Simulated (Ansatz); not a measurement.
# Pb (Fd-3m) in Ansatz: equation of state

Aim: energy against volume of Pb in PBEsol, for its equilibrium volume and stiffness.

Program: Ansatz 0.2.0. These are calculated values, not measurements. Logs are shortened: lines on timing, memory, paths and dates and some standing lists are left out, and cuts for length are marked.

### 1 The structure

The structure is cubic, space group Fd-3m (No. 227). The conventional cell has a = 6.878 Å, b = 6.878 Å, c = 6.878 Å, α = 90.00°, β = 90.00°, γ = 90.00°. Pb (site symmetry -43m) is surrounded by 4 Pb at 2.98 Å.

This isn't the form of Pb at room conditions, which is fcc.

### 2 Equation of state, PBEsol

Potentials or basis: all-electron LAPW, scalar-relativistic.

No new run: the results of the series are fitted here.

Results:

* Equilibrium volume: 41.26 Å³/atom
* Bulk modulus: 30 GPa
* Pressure derivative of the bulk modulus: 4.8

Energy against volume, from the lowest point:
```
volume (Å³/atom)  energy (meV/atom)
          38.232              24.44
          39.045              12.51
          39.859               4.76
          40.672               0.72
          41.486               0.00
          42.299               2.24
          43.112               7.10
```
